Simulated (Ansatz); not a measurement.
Input of an Ansatz 0.2.0 run:

The input input.yaml:

```yaml
crystal:
  lattice:
    - [0.0, 2.7940632177, 2.7940632177]
    - [2.7940632177, 0.0, 2.7940632177]
    - [2.7940632177, 2.7940632177, 0.0]
  atoms:
    - { symbol: Cl, position: [0.5, 0.5, 0.5] }
    - { symbol: Na, position: [0.0, 0.0, 0.0] }
hamiltonian:
  xc: pbe
  pseudopotentials: { kind: paw }
kpoints:
  mp_grid: { grid: [8, 8, 8] }
scf:
  occupations: { method: fermi_dirac, width: 0.05 }
output:
  forces: true
  stress: true
  eigenvalues: true
  write_density: true
  write_potential: true
  elf: true
  volumetric_format: npy
```

Potentials or basis: Ansatz PAW.

The run is started by

```sh
$ ansatz run input.yaml --threads 2 --pin off --max-ram 5632MiB --backend cpu --events-out ev --progress --plain --runs-dir out
```

Predict the pressure.

1.5 GPa.

What does it give for the band gap on the k mesh?

5.22 eV, direct.

PBE gaps usually lie below the measured ones, often by a third to a half.
